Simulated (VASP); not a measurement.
Input of a VASP 6.6.1 run:

Contents of INCAR:

```
  PREC = Accurate
  ENCUT = 600
  EDIFF = 1E-6
  ISMEAR = 0
  SIGMA = 0.05
  LREAL = F
  LASPH = T
  NELM = 80
  ALGO = Normal
  ISIF = 3
  LWAVE = F
  LCHARG = F
  METAGGA = RTPSS
  LMIXTAU = T
  IBRION = 2
  NSW = 40
  EDIFFG = -0.02
```

File KPOINTS:

```
regular mesh
0
Gamma
  12 12 12
```

File POSCAR:

```
BN
1.0
    1.2511217832      0.7223354983      3.3729344033
   -1.2511217832      0.7223354983      3.3729344033
    0.0000000000     -1.4446709966      3.3729344033
N B
1 1
Direct
    0.6672382000      0.6672382000      0.6672382000
    0.0003288000      0.0003288000      0.0003288000
```

Potentials or basis: VASP PAW PBE potentials, release 64 (N, B).

Run with:

```bash
$ cat potpaw_PBE.64/N/POTCAR potpaw_PBE.64/B/POTCAR > POTCAR
$ mpirun -np 1 vasp_std > vasp.out
```

(1) What does it give for the band gap on the k mesh?

(2) Estimate the relaxed volume.

Answers

(1) 4.60 eV, indirect (least direct gap 4.85 eV).

(2) 10.16 Å³/atom.

Caveat: the PAW data sets were made with another functional, which shifts forces and pressure a little.
